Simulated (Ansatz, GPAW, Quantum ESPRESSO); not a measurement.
# GaAs: 3 runs at one level of theory

```xyz
2
Lattice="0.0000 2.8268 2.8268 2.8268 0.0000 2.8268 2.8268 2.8268 0.0000" Properties=species:S:1:pos:R:3 pbc="T T T"
As    4.2403    4.2403    4.2403
Ga    0.0000    0.0000    0.0000
```

Alike in all runs: task equation of state; functional PBE; dispersion D3(BJ); k mesh 8 × 8 × 8; occupations fermi-dirac, width 0.05 eV; no spin polarisation; no spin-orbit coupling.

| program and potentials | plane-wave cutoff (eV) | notes | equilibrium volume (Å³/atom) | bulk modulus (GPa) |
| --- | --- | --- | --- | --- |
| Ansatz, Ansatz PAW | 420 | - | 22.85 | 67.5 |
| GPAW, GPAW PAW data sets (gpaw-data 1.2.1) | 600 | - | 23.17 | 69.3 |
| Quantum ESPRESSO, PseudoDojo 0.4.1 SR PBE standard | 1143 | - | 22.96 | 67.1 |

The equilibrium volume spans 22.85 (Ansatz, Ansatz PAW) to 23.17 Å³/atom (GPAW, GPAW PAW data sets (gpaw-data 1.2.1)). The bulk modulus spans 67.1 (Quantum ESPRESSO, PseudoDojo 0.4.1 SR PBE standard) to 69.3 GPa (GPAW, GPAW PAW data sets (gpaw-data 1.2.1)).

Differences between rows come from potentials, basis sets and numerical settings, since the functional is the same but for its coding. Runs on potential files found faulty are left out.

The three runs describe much the same moderately stiff solid, and they agree more closely on its volume than on its bulk modulus. That stiffness reflects the polar covalent network of zinc-blende GaAs, in which uniform compression must shorten strong sp³ bonds and cannot be taken up by bending them.

A larger equilibrium volume usually goes with a softer lattice. Ansatz and Quantum ESPRESSO follow this order, but GPAW breaks it, with both the largest volume and the highest modulus. The modulus depends on the curvature of the energy curve, so it is probably more sensitive than the volume to small numerical differences.

All three runs give a lattice slightly larger and softer than experiment. This is the familiar underbinding of PBE in semiconductors with heavier atoms, which the attractive dispersion term probably offsets only in part. The agreement between programs therefore supports the reproducibility of this level of theory, not its accuracy for GaAs.
